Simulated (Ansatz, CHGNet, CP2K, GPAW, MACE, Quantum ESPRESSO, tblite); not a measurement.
**P6_3/mmc (COD entry) MoS2, displaced supercell (54 atoms) in GPAW**

Aim: run P6_3/mmc (COD entry) MoS2, displaced supercell (54 atoms) in GPAW and see how near its forces come to a plane-wave reference, and at what cost.

Main program and level: GPAW 26.7.0; the method is named at each step.

The database entry behind the starting cell differs from later determinations by our own check (about 0.3 % long), so it need not match the best structure at ambient conditions.

### Step 1. Set-up

The cell holds 54 atoms: 18 Mo and 36 S. Its edges and angles: a = 9.507 Å, b = 9.507 Å, c = 12.324 Å, α = 90.0°, β = 90.0°, γ = 120.0°. It derives from MoS2 (P6_3/mmc (measured, COD)), repeated 3×3×1. P6_3/mmc (COD entry) MoS2 (cell 3.169, 3.169, 12.32, 90, 90, 120), 3 x 3 x 1 conventional cells; every coordinate displaced by a Gaussian of 0.05 Å. Then every atom was moved at random, 0.02 Å r.m.s. a Cartesian component.

The yardstick, on the same geometry:

- method: Kohn-Sham DFT, PBE, PAW, plane waves (Ansatz 0.2.0); cutoff 420 eV, Γ point, fermi-dirac smearing of 0.05 eV; PAW set soft_2
- r.m.s. force component: 1.188 eV/Å
- longest force: 4.817 eV/Å
- pressure: 4.597 GPa
- gap (highest filled to lowest empty level): 0.8354 eV
- SCF cycles: 12
- time: 11 s on 4 threads of Arm Neoverse V1, shared host
- CPU time: 42 s

### Step 2. PBE, LCAO dzp, h 0.2 Å

Method: Kohn-Sham DFT, PBE, PAW, atomic orbitals (dzp).

run.py reads:

```python
import numpy as np
from ase.io import read
from gpaw import GPAW, FermiDirac

atoms = read("structure.xyz")
atoms.calc = GPAW(
    mode="lcao",
    basis="dzp",
    h=0.2,
    xc="PBE",
    kpts={"size": (1, 1, 1), "gamma": True},
    occupations=FermiDirac(0.05),
    maxiter=200,
    symmetry={"point_group": False},
    txt="gpaw.txt",
)
energy = atoms.get_potential_energy(force_consistent=True)
forces = atoms.get_forces()
print(f"energy {energy:.6f} eV")
print("forces (eV/A)")
for i, (a, f) in enumerate(zip(atoms, forces)):
    print(f"{i:4d} {a.symbol:2s} {f[0]:10.5f} {f[1]:10.5f} {f[2]:10.5f}")
print(f"Fermi level {atoms.calc.get_fermi_level():.4f} eV")
for k in range(len(atoms.calc.get_ibz_k_points())):
    for s in range(atoms.calc.get_number_of_spins()):
        e = atoms.calc.get_eigenvalues(kpt=k, spin=s)
        n = np.searchsorted(e, atoms.calc.get_fermi_level())
        print(f"k {k} spin {s} levels about the Fermi level:", np.round(e[max(n - 6, 0):n], 4).tolist(), "|", np.round(e[n:n + 6], 4).tolist())
```

structure.xyz reads:

```xyz
54
Lattice="9.50700 0.00000 0.00000 -4.75350 8.23330 0.00000 0.00000 0.00000 12.32400" Properties=species:S:1:pos:R:3 pbc="T T T"
Mo 0.03418 1.85653 3.03429
Mo 1.55254 0.87940 9.11052
S 0.05590 1.74250 7.71396
S 1.53105 0.87890 1.51326
S 1.60564 1.01187 4.54386
S -0.00395 1.86361 10.79545
Mo -1.53766 4.59221 3.09111
Mo 0.02339 3.64620 9.21133
S -1.53229 4.63741 7.63891
S 0.02657 3.70210 1.47605
S 0.07729 3.76575 4.63752
S -1.56984 4.64103 10.80741
Mo -3.08640 7.37531 2.96799
Mo -1.62703 6.29024 9.25717
S -3.24374 7.33842 7.60982
S -1.63577 6.37965 1.56724
S -1.58681 6.45622 4.64800
S -3.08545 7.34962 10.78067
Mo 3.16664 1.82195 3.03836
Mo 4.75911 0.90352 9.32076
S 3.23756 1.78753 7.63607
S 4.69508 0.84449 1.56145
S 4.82870 0.83848 4.62754
S 3.17886 1.83487 10.75183
Mo 1.60649 4.52469 3.20202
Mo 3.17762 3.65954 9.26777
S 1.67152 4.57953 7.72604
S 3.14553 3.67872 1.56490
S 3.12153 3.65559 4.67363
S 1.60526 4.61411 10.77894
Mo 0.08975 7.35382 3.13005
Mo 1.64927 6.35989 9.23314
S -0.01935 7.32838 7.67415
S 1.53220 6.37661 1.45744
S 1.49887 6.41308 4.58983
S 0.06061 7.27997 10.81579
Mo 6.33485 1.77107 3.11354
Mo 7.96439 0.91225 9.23326
S 6.36056 1.82829 7.58000
S 7.98303 0.96494 1.50538
S 7.88991 0.99549 4.47053
S 6.28869 1.81643 10.79348
Mo 4.80227 4.60768 3.19155
Mo 6.37682 3.56617 9.22316
S 4.79566 4.53103 7.73960
S 6.31983 3.62487 1.49182
S 6.27001 3.67625 4.63912
S 4.77964 4.49011 10.81382
Mo 3.12001 7.30343 3.09221
Mo 4.81054 6.43087 9.26691
S 3.20933 7.33809 7.66158
S 4.73696 6.36829 1.57377
S 4.83811 6.41160 4.65231
S 3.13812 7.28211 10.77586
```

Run with:

```
OMP_NUM_THREADS=1 python run.py > output.txt
```

The program printed:

```text
energy -369.430365 eV
forces (eV/A)
   0 Mo   -0.57010    1.24164    0.16626
   1 Mo    2.48707    0.30396    3.43096
   2 S    -1.49001    1.57624   -2.37303
   3 S     0.90148    1.31032   -1.85992
   4 S    -0.14711   -1.17276    1.47065
   5 S     0.46855   -0.58952   -0.07833
   6 Mo   -1.35397   -0.68906   -0.10897
   7 Mo    0.04893    0.74040    0.33303
   8 S    -0.48359   -1.50686   -0.33022
   9 S     0.21757    0.06235    0.53656
  10 S    -1.72869   -1.84119    1.66689
  11 S     0.03501   -2.03050    0.67034
  12 Mo   -2.68401   -1.18874    3.67264
  13 Mo    1.24751    3.70882   -1.36508
  14 S     0.84897   -1.10121   -0.12130
  15 S     2.14675   -0.00769   -1.59286
  16 S     0.26613   -0.06268    0.02626
  17 S    -0.76027    0.09049    0.40098
  18 Mo    0.58134    0.30251    0.50673
  19 Mo    0.41518   -0.37344   -2.74794
  20 S    -0.17777    0.34242    0.29033
  21 S     1.01100    0.71617   -1.19614
  22 S    -1.03524    1.34040    1.57565
  23 S    -0.98382   -0.46705    0.85456
[...]
46 S     1.83507   -0.75092    1.18181
  47 S     0.33927    0.74560    0.05383
  48 Mo    1.37001    0.12028   -1.05925
  49 Mo   -0.98049   -1.12539   -0.08812
  50 S     0.08357   -0.41961    0.03319
  51 S    -0.02081    0.20765   -0.49628
  52 S    -0.23245    1.18725    0.18156
  53 S     1.02531    0.53792    0.77994
Fermi level 8.6840 eV
k 0 spin 0 levels about the Fermi level: [7.2542, 7.5428, 7.5851, 7.7138, 7.7453, 8.2791] | [9.1122, 9.1655, 9.2041, 9.2344, 9.5119, 9.5549]
```

gpaw.txt:

```text
Input parameters:
  mode=LCAO(),
  basis={'default': 'dzp'},
  h=0.2,
  kpts=MonkhorstPack(size=(1, 1, 1), gamma=True),
  maxiter=200,
  occupations=Occupations(name='fermi-dirac', width=0.05, fixmagmom=False),
  symmetry=Symmetry(point_group=False),
  xc=XC(name='PBE')
Unit cell  # Å
| periodic |         x |        y |         z |   lengths |     angles |
|----------|-----------|----------|-----------|-----------|------------|
|      yes |  9.507000 | 0.000000 |  0.000000 |  9.507000 |  90.000000 |
|      yes | -4.753500 | 8.233300 |  0.000000 |  9.506997 |  90.000000 |
|      yes |  0.000000 | 0.000000 | 12.324000 | 12.324000 | 120.000011 |
Number of symmetries: 1
Symmetry operations  # r_c * U_cc + t_c -> r_c
|   | kind |            matrix            |
|---|------|------------------------------|
| 0 |  E   |  1, 0, 0,  0, 1, 0,  0, 0, 1 |
BZ-sampling:
  Number of BZ points: 1
  Number of IBZ points: 1
  Monkhorst-Pack size: [1, 1, 1]
  Monkhorst-Pack shift: [0, 0, 0]
[... lines left out ...]
  Fermi-Dirac:
[... lines left out ...]
FastPoissonSolver using
    Stencil: 8*3+1=25 point O(h^6) finite-difference Laplacian
xc functional:
  name: PBE with 2 nearest neighbor stencil
interpolation: tri-quintic # 5. degree polynomial
Initialization done in: 10.452 s
convergence criteria:
- Maximum [total energy] change in last 3 cyles: 0.0005 eV / valence electron
- Maximum integral of absolute [dens]ity change: 0.0001 electrons / valence electron
- Maximum integral of absolute [eigenst]ate change: 4e-08 eV^2 / valence electron
maximum number of iterations: 200
SCF iterations
|iter     |      energy | eigst |  dens |
|---------|-------------|-------|-------|
|iter:   1| -388.465732 |      c|       |
|iter:   2| -382.120203 |      c| -1.08 |
|iter:   3| -370.605213 |      c| -1.14 |
|iter:   4| -369.975037 |      c| -1.50 |
|iter:   5| -369.776769 |      c| -1.79 |
|iter:   6| -369.482972 |      c| -1.90 |
|iter:   7| -369.462771 |      c| -2.27 |
|iter:   8| -369.432705c|      c| -2.46 |
|iter:   9| -369.431998c|      c| -2.88 |
|iter:  10| -369.430671c|      c| -3.04 |
|iter:  11| -369.430141c|      c| -3.38 |
|iter:  12| -369.430100c|      c| -3.78 |
|iter:  13| -369.430073c|      c| -4.03c|
Converged in 13 steps
SCF loop duration: 197.582 s (15.199 s/step)
Energy contributions relative to reference atoms: (reference = -2373287.623679)
Energy contributions:
  Kinetic:         281.873327
  Coulomb:        -357.531809
  Zero:              4.521148
  External:          0.000000
  Xc:             -298.292448
  Entropy:          -0.000584
  Spinorbit:         0.000000
  ----------------------------
  Free energy:    -369.430365
  Extrapolated:   -369.430073
dipole moment: (6.766690, 0.319127, -0.318434)  # |e|*Ang
Fermi level: 8.684
Eigenvalues  # (at kpt = [0.000, 0.000, 0.000])
| band index |      eig [eV] | occ [0-2] |
|------------|---------------|-----------|
|          0 |       -53.317 |     2.000 |
|        ... |               |           |
|        226 |         6.898 |     2.000 |
|        227 |         7.114 |     2.000 |
[...]
|        241 |         9.607 |     0.000 |
|        ... |               |           |
|        284 |        11.366 |     0.000 |
Gap: 0.833 eV
Transition (v -> c):
  (s=0, k=0, n=233, [0.00, 0.00, 0.00]) -> (s=0, k=0, n=234, [0.00, 0.00, 0.00])
No difference between direct/indirect transitions
Force computation time: 38.439  # s
timing:  # [seconds]
  Total:  246.502  # ━━━━━━━━━━━━━━━━━━━━━━━━━━━━━━━━━━━━━━━━━━━━━━━━━━━━━━━━
  Init:    10.451  # ━━╸
  SCF:    197.582  # ━━━━━━━━━━━━━━━━━━━━━━━━━━━━━━━━━━━━━━━━━━━━━
  Forces:  38.439  # ━━━━━━━━╸
```

Run time: 4.1 min. Hardware: 1 thread of Arm Neoverse V1, shared host; peak memory 1.1 GiB.

Banners, paths, timers and routine set-up lines are dropped from the logs unmarked, and long logs keep their key lines alone; longer cuts are marked.

Compared with the plane-wave run:

```
r.m.s. force component                           : 1.314 eV/Å
r.m.s. difference of force components            : 247.9 meV/Å
longest difference of force vectors              : 772.5 meV/Å
force difference over r.m.s. force               : 20.87 %
slope of forces against the reference's          : 1.09
correlation of force components                  : 0.9854
gap (highest filled to lowest empty level) : 0.8331 eV
gap difference                                   : -0.0023 eV
```

Length of the force difference by element (eV/Å):

```tsv
element	atoms	mean	most
Mo	18	0.20	0.37
S	36	0.49	0.77
```

Levels nearest the highest filled one (eV from it): -1.02, -0.74, -0.69, -0.57, -0.53, 0.00, 0.83, 0.89, 0.93, 0.96, 1.23, 1.28.

Local excerpt of 13 atoms (numbers count through the whole input) about Mo25, which bears the longest force; x, y, z are measured from there.

```tsv
atom	x	y	z	distance (Å)	bonds	Fx	Fy	Fz (eV/Å)
Mo25	0.00	0.00	0.00	0.00	6	-0.11	2.33	-4.58
S11	-1.53	-0.76	1.44	2.23	3	-1.73	-1.84	1.67
S29	1.52	-0.87	1.47	2.28	3	1.46	-0.68	1.02
S35	-0.11	1.89	1.39	2.35	3	1.99	-0.39	2.57
S28	1.54	-0.85	-1.64	2.40	3	0.71	0.27	-0.08
S10	-1.58	-0.82	-1.73	2.48	3	0.22	0.06	0.54
S34	-0.07	1.85	-1.74	2.55	3	0.74	-0.26	0.82
Mo1	-1.57	-2.67	-0.17	3.10	6	-0.57	1.24	0.17
Mo19	1.56	-2.70	-0.16	3.13	6	0.58	0.30	0.51
Mo7	-3.14	0.07	-0.11	3.15	6	-1.35	-0.69	-0.11
Mo49	1.51	2.78	-0.11	3.17	6	1.37	0.12	-1.06
Mo43	3.20	0.08	-0.01	3.20	6	-1.81	-0.90	-2.77
Mo31	-1.52	2.83	-0.07	3.21	6	-3.46	-2.01	-2.62
```

Atoms are counted from 1 here, from 0 in the log.

Forces lie 21 % from the reference's, at 6.0 times its CPU time (on 1 against 4 cores).

### Step 3. RPBE, LCAO dzp, h 0.2 Å

Method: Kohn-Sham DFT, RPBE, PAW, atomic orbitals (dzp).

run.py: that of step 2 with these lines changed.

```diff
@@ -9,3 +9,3 @@
     h=0.2,
-    xc="PBE",
+    xc="RPBE",
     kpts={"size": (1, 1, 1), "gamma": True},
```

structure.xyz is that of step 2.

The program printed:

```text
energy -344.826102 eV
forces (eV/A)
   0 Mo   -0.57550    1.26257    0.17266
   1 Mo    2.51740    0.30803    3.47838
   2 S    -1.51023    1.60152   -2.50001
   3 S     0.90817    1.32790   -1.97545
   4 S    -0.15387   -1.18817    1.58093
   5 S     0.47739   -0.59577    0.01179
   6 Mo   -1.36762   -0.70257   -0.10687
   7 Mo    0.04307    0.74283    0.33292
   8 S    -0.48762   -1.52512   -0.42650
   9 S     0.22164    0.06616    0.45532
  10 S    -1.75607   -1.86653    1.77959
  11 S     0.03521   -2.05652    0.76928
  12 Mo   -2.70594   -1.19686    3.72069
  13 Mo    1.25739    3.75126   -1.38722
  14 S     0.86449   -1.11662   -0.21355
  15 S     2.17172   -0.01134   -1.69991
  16 S     0.26217   -0.06160    0.10885
  17 S    -0.76575    0.10017    0.49982
  18 Mo    0.59824    0.31155    0.51476
  19 Mo    0.41880   -0.38634   -2.78573
  20 S    -0.17687    0.34872    0.21062
  21 S     1.01931    0.72260   -1.30384
  22 S    -1.05587    1.36083    1.68194
  23 S    -1.00313   -0.47307    0.95680
[...]
46 S     1.85951   -0.76366    1.28073
  47 S     0.34505    0.75792    0.14129
  48 Mo    1.38266    0.11184   -1.07134
  49 Mo   -0.98721   -1.14019   -0.08453
  50 S     0.07987   -0.42385   -0.06100
  51 S    -0.02244    0.20839   -0.59312
  52 S    -0.23725    1.21136    0.26782
  53 S     1.03713    0.54638    0.88262
Fermi level 8.7691 eV
k 0 spin 0 levels about the Fermi level: [7.3501, 7.6398, 7.6828, 7.8059, 7.8373, 8.3575] | [9.2039, 9.2573, 9.2959, 9.3256, 9.6134, 9.6535]
```

gpaw.txt:

```text
Input parameters:
  mode=LCAO(),
  basis={'default': 'dzp'},
  h=0.2,
  kpts=MonkhorstPack(size=(1, 1, 1), gamma=True),
  maxiter=200,
  occupations=Occupations(name='fermi-dirac', width=0.05, fixmagmom=False),
  symmetry=Symmetry(point_group=False),
  xc=XC(name='RPBE')
Unit cell  # Å
| periodic |         x |        y |         z |   lengths |     angles |
[... lines left out ...]
  Fermi-Dirac:
[... lines left out ...]
convergence criteria:
- Maximum [total energy] change in last 3 cyles: 0.0005 eV / valence electron
[... lines left out ...]
Converged in 13 steps
[... lines left out ...]
  Free energy:    -344.826102
  Extrapolated:   -344.825843
dipole moment: (6.767294, 0.316076, -0.312467)  # |e|*Ang
Fermi level: 8.769
Eigenvalues  # (at kpt = [0.000, 0.000, 0.000])
| band index |      eig [eV] | occ [0-2] |
|------------|---------------|-----------|
|          0 |       -53.251 |     2.000 |
|        ... |               |           |
|        226 |         6.987 |     2.000 |
|        227 |         7.205 |     2.000 |
[...]
|        241 |         9.705 |     0.000 |
|        ... |               |           |
|        284 |        11.457 |     0.000 |
Gap: 0.846 eV
Transition (v -> c):
  (s=0, k=0, n=233, [0.00, 0.00, 0.00]) -> (s=0, k=0, n=234, [0.00, 0.00, 0.00])
No difference between direct/indirect transitions
Force computation time: 37.727  # s
timing:  # [seconds]
  Total:  241.623  # ━━━━━━━━━━━━━━━━━━━━━━━━━━━━━━━━━━━━━━━━━━━━━━━━━━━━━━━━
  Init:    10.531  # ━━╸
  SCF:    193.338  # ━━━━━━━━━━━━━━━━━━━━━━━━━━━━━━━━━━━━━━━━━━━━━
  Forces:  37.727  # ━━━━━━━━╸
```

Wall time 4.1 min (1 thread); peak memory 1.1 GiB.

Numbers from this run, and their distance from the reference:

- r.m.s. force component: 1.341 eV/Å
- r.m.s. difference of force components: 296.2 meV/Å
- longest difference of force vectors: 903.4 meV/Å
- force difference over r.m.s. force: 24.94 %
- slope of forces against the reference's: 1.107
- correlation of force components: 0.9799
- gap (highest filled to lowest empty level): 0.8464 eV
- gap difference: 0.011 eV

Against the first run (21 %), the force difference from the reference is 25 %, at 0.98 times the CPU time; the model has changed, so this is no error of the program alone.

### Step 4. PBE, LCAO dzp, h 0.28 Å

Method: Kohn-Sham DFT, PBE, PAW, atomic orbitals (dzp).

run.py: that of step 3 with these lines changed.

```diff
@@ -8,4 +8,4 @@
     basis="dzp",
-    h=0.2,
-    xc="RPBE",
+    h=0.28,
+    xc="PBE",
     kpts={"size": (1, 1, 1), "gamma": True},
```

structure.xyz is that of step 3.

The program printed:

```text
energy -344.268963 eV
forces (eV/A)
   0 Mo   -0.57039    1.23316    0.16871
   1 Mo    2.48278    0.30411    3.43750
   2 S    -1.44260    1.52265   -2.26517
   3 S     0.89097    1.30416   -1.94085
   4 S    -0.19014   -1.24258    1.39351
   5 S     0.50411   -0.47190   -0.00462
   6 Mo   -1.33615   -0.70597   -0.10360
   7 Mo    0.04928    0.74415    0.34613
   8 S    -0.48094   -1.60043   -0.22866
   9 S     0.22981    0.06821    0.55353
  10 S    -1.74311   -1.85285    1.64470
  11 S     0.08329   -2.05156    0.61332
[...]
49 Mo   -0.99213   -1.11085   -0.08732
  50 S     0.09098   -0.41573   -0.04647
  51 S    -0.00552    0.18934   -0.54409
  52 S    -0.18634    1.20197    0.18428
  53 S     0.99783    0.47209    0.83466
Fermi level 8.6898 eV
k 0 spin 0 levels about the Fermi level: [7.2603, 7.5505, 7.5928, 7.7218, 7.7534, 8.2884] | [9.1145, 9.1673, 9.2059, 9.2367, 9.5218, 9.5617]
```

gpaw.txt:

```text
Input parameters:
  mode=LCAO(),
  basis={'default': 'dzp'},
  h=0.28,
  kpts=MonkhorstPack(size=(1, 1, 1), gamma=True),
  maxiter=200,
  occupations=Occupations(name='fermi-dirac', width=0.05, fixmagmom=False),
  symmetry=Symmetry(point_group=False),
  xc=XC(name='PBE')
[... lines left out ...]
  Fermi-Dirac:
[... lines left out ...]
convergence criteria:
- Maximum [total energy] change in last 3 cyles: 0.0005 eV / valence electron
[... lines left out ...]
Converged in 13 steps
[... lines left out ...]
  Free energy:    -344.268963
[... lines left out ...]
Fermi level: 8.690
[... lines left out ...]
|          0 |       -53.331 |     2.000 |
|        ... |               |           |
|        226 |         6.904 |     2.000 |
|        227 |         7.120 |     2.000 |
[...]
|        241 |         9.616 |     0.000 |
|        ... |               |           |
|        284 |        11.383 |     0.000 |
Gap: 0.826 eV
Transition (v -> c):
  (s=0, k=0, n=233, [0.00, 0.00, 0.00]) -> (s=0, k=0, n=234, [0.00, 0.00, 0.00])
No difference between direct/indirect transitions
Force computation time: 17.407  # s
timing:  # [seconds]
  Total:  113.451  # ━━━━━━━━━━━━━━━━━━━━━━━━━━━━━━━━━━━━━━━━━━━━━━━━━━━━━━━━
  Init:     9.000  # ━━━━╸
  SCF:     87.017  # ━━━━━━━━━━━━━━━━━━━━━━━━━━━━━━━━━━━━━━━━━━━
  Forces:  17.407  # ━━━━━━━━╸
```

Run time: 1.9 min. Hardware: 1 thread; peak memory 0.54 GiB.

Compared with the plane-wave run:

| Property | Result |
| --- | --- |
| r.m.s. force component | 1.313 eV/Å |
| r.m.s. difference of force components | 244.5 meV/Å |
| longest difference of force vectors | 707.4 meV/Å |
| force difference over r.m.s. force | 20.59 % |
| slope of forces against the reference's | 1.09 |
| correlation of force components | 0.9859 |
| gap (highest filled to lowest empty level) | 0.8261 eV |
| gap difference | -0.0093 eV |
| energy less the same-level run's | 466 meV/atom |
| r.m.s. force difference from the same-level run | 46.13 meV/Å |

This is a coarse setting, run to see what it loses.

Against the first run (21 %), the force difference from the reference is 21 %, at 0.46 times the CPU time: the change moves forces by 46 meV/Å r.m.s., so most of the difference comes from elsewhere.

(Part 1 of 2 ends here.)

[Also dropped from logs without a mark: logging warnings of Python, and SIESTA's first energy breakdown and zero terms.]

[Logs are printed without paths, hosts, clocks, repeated set-up lines and the standing remarks that a program may print on its own settings, such as how far it seeks lower states.]

[Hosts, paths, dates, database ids (printed as entryN), source tags and the programs' standing remarks are cut or masked in the printed files.]
